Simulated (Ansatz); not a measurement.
## Nb3N5: ⁹³Nb nuclear quadrupole resonance

Cell: a computed structure from the Materials Project (it need not be an observed phase), atoms as given.

Space group Cmcm (No. 63); a = 3.8993, b = 10.3988, c = 10.3936 Å.

| site | Wyckoff | site symmetry | x | y | z |
| --- | --- | --- | --- | --- | --- |
| Nb1 | 8f | m.. | 0.5000 | 0.6308 | 0.4403 |
| Nb3 | 4c | m2m | 0.5000 | 0.7023 | 0.7500 |
| N7 | 8f | m.. | 0.5000 | 0.8088 | 0.9254 |
| N8 | 8f | m.. | 0.5000 | 0.5474 | 0.6196 |
| N11 | 4c | m2m | 0.5000 | 0.7355 | 0.2500 |

One atom of each set is listed; the run and its k-mesh use a cell of 16 atoms with edges of 5.55, 5.55, 10.39 Å.

Method: Kohn–Sham DFT in Ansatz, r2SCAN, plane waves and PAW, scalar-relativistic, 500 eV cutoff, Γ-centred 8×8×3 k-points, Fermi–Dirac smearing 0.02 eV.

⁹³Nb: I = 9/2, Q = -320.0 mb (year-2017 value). Static lattice, zero field.

(1) Predict the zero-field ⁹³Nb lines of each site.

## Answers

(1) For I = 9/2 and η = 0 the lines are |C_Q|/24 times 1, 2, 3 and 4; η shifts the lowest up most. At large η the states mix, and weaker lines appear at sums of the main ones; lines under 5 % of the strongest are left out.

```
site  atoms  V_zz (10²¹ V/m²)  C_Q (MHz)     η        line frequencies (MHz)
 Nb1      4              3.78      -29.2  0.71  2.48, 3.29, 3.49, 4.66, 5.77
 Nb3      2              3.63      -28.1  0.93  2.78, 2.97, 4.08, 4.34, 5.75
```

At this cell the r2SCAN pressure is -6 GPa, so with r2SCAN the cell would shrink if it were relaxed. The entry's cell may itself be off. The largest force is 0.4 eV/Å, so the atoms aren't at the calculated equilibrium and relaxing them would move these values. Without spin–orbit coupling (the program notes it for Nb) the gradients can shift somewhat, as the gap is small.
